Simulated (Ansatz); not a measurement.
# HgTe: properties at the relaxed cell

The task here is to estimate one member of a computed series from the others.

Program: Ansatz 0.2.0. Level of theory: DFT PBE, scalar-relativistic, plane waves, PAW. These are calculated values, not measurements.

2 further runs of the same task are left out: 2 set aside as unsound or not needed.

**The structure to begin with**

It takes space group F-43m (No. 216, cubic). Conventional cell: a = 6.653 Å, b = 6.653 Å, c = 6.653 Å, α = 90.00°, β = 90.00°, γ = 90.00°. Around Hg (site symmetry -43m) lie 4 Te at 2.88 Å. Around Te (site symmetry -43m) lie 4 Hg at 2.88 Å.

Structure file:

```cif
data_structure
_symmetry_space_group_name_H-M 'F-43m'
_symmetry_Int_Tables_number 216
_cell_length_a 6.6528
_cell_length_b 6.6528
_cell_length_c 6.6528
_cell_angle_alpha 90.000
_cell_angle_beta 90.000
_cell_angle_gamma 90.000
_cell_volume 294.45
loop_
_atom_site_label
_atom_site_type_symbol
_atom_site_symmetry_multiplicity
_atom_site_Wyckoff_symbol
_atom_site_fract_x
_atom_site_fract_y
_atom_site_fract_z
_atom_site_occupancy
Hg1 Hg 4 a 0.00000 0.00000 0.00000 1
Te1 Te 4 d 0.25000 0.25000 0.75000 1
```

It is the result of an earlier relaxation at this level (volume 36.81 Å³/atom; gap on the mesh: none (metal)).

Set-up of the first run:

input.yaml reads:

```yaml
crystal:
  lattice:
    - [0.0, 3.3264077998, 3.3264077998]
    - [3.3264077998, 0.0, 3.3264077998]
    - [3.3264077998, 3.3264077998, 0.0]
  atoms:
    - { symbol: Hg, position: [0.0, 0.0, 0.0] }
    - { symbol: Te, position: [0.25, 0.25, 0.25] }
basis:
  ecutwfc: 420
kpoints:
  mp_grid: { grid: [12, 12, 12] }
  band_path:
    path:
      - [[0.0, 0.0, 0.0], [-0.5, -0.5, 0.0], [-0.375, -0.375, 0.25]]
      - [[-0.375, 0.0, 0.375], [0.0, 0.0, 0.0], [0.0, 0.0, 0.5], [-0.5, -0.25, 0.25], [-0.5, -0.5, 0.0]]
    npoints: 14
hamiltonian:
  xc: pbe
scf:
  occupations: { method: gaussian, width: 0.1 }
  n_extra_bands: 6
output:
  forces: true
  stress: true
  eigenvalues: true
  populations: true
  dos: { projected: true, de: 0.02, nscf_kmesh: { grid: [18, 18, 18] } }
  bader: true
  write_density: true
  write_potential: true
  elf: true
  volumetric_format: npy
```

Run with:

```console
> ansatz run input.yaml --threads 1 --pin off --max-ram 2560MiB --backend cpu --events-out ev --progress --plain --runs-dir out
```

Steps of the session up to this table: Electronic structure at the relaxed geometry; The cell scaled to 0.97 of its volume; The cell scaled to 1.03 of its volume; Point at V/V0 = 0.94; Volume × 1.06.

One of the session's tables, all rows but one given; the rest of the session is left out.

It belongs to the step «Energy against volume». 

| volume (Å³/atom) | energy above the lowest point (meV/atom) | pressure (GPa) |
| --- | --- | --- |
| 34.598 | 15.5 | 2.44 |
| 35.702 | 3.5 | 1.09 |
| 36.807 | 0.0 | -0.03 |
| 37.911 | ? | ? |
| 39.015 | 12.9 | -1.74 |

Q: Estimate the row for volume (Å³/atom) = 37.911 from the others.

Worked estimate for «energy above the lowest point (meV/atom)». A straight line through the neighbours (36.807, 0.0) and (39.015, 12.9) gives 0.0 + (12.9 − 0.0) × (37.911 − 36.807) / (39.015 − 36.807) = 6.5; a parabola fitted to 3 rows on both sides gives 3.1.

The run gave: energy above the lowest point (meV/atom): 3.5; pressure (GPa): -0.97. In «energy above the lowest point (meV/atom)» the line misses by +3.0 and the parabola by -0.4.
